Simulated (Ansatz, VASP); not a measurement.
**Two plane-wave programs on Sn**

```xyz
1
Lattice="-1.8819 1.8819 1.8819 1.8819 -1.8819 1.8819 1.8819 1.8819 -1.8819" Properties=species:S:1:pos:R:3 pbc="T T T"
Sn    0.0000    0.0000    0.0000
```

This isn't the form of Sn at room conditions, which is tetragonal (white tin).

Alike in both runs: task single point; functional r2SCAN; k mesh 10 × 10 × 10; occupations fermi-dirac, width 0.05 eV; no spin polarisation.

|  | VASP | Ansatz |
| --- | --- | --- |
| version | VASP 6.6.1 | Ansatz 0.2.0 |
| potentials or method | VASP PAW PBE potentials, release 64 (Sn_d) | Ansatz PAW |
| plane-wave cutoff (eV) | 520 | 500 |
| valence electrons in the cell | 14 | 14 |

|  | VASP | Ansatz | Ansatz less VASP |
| --- | --- | --- | --- |
| gap on the k mesh at the Fermi level (eV) | none | none | - |
| pressure (GPa) | 0.2 | 0.2 | -0.02 |

A gap of «none» marks a metal or a gap that the smearing closes. With one functional, cell and mesh, what is left measures potentials, basis and numerics.

Caveats: the PAW data sets were made with another functional, which shifts forces and pressure a little (VASP); the PAW data sets come from PBE, with cores solved anew for the run's functional, which leaves a small shift of forces and pressure (Ansatz).
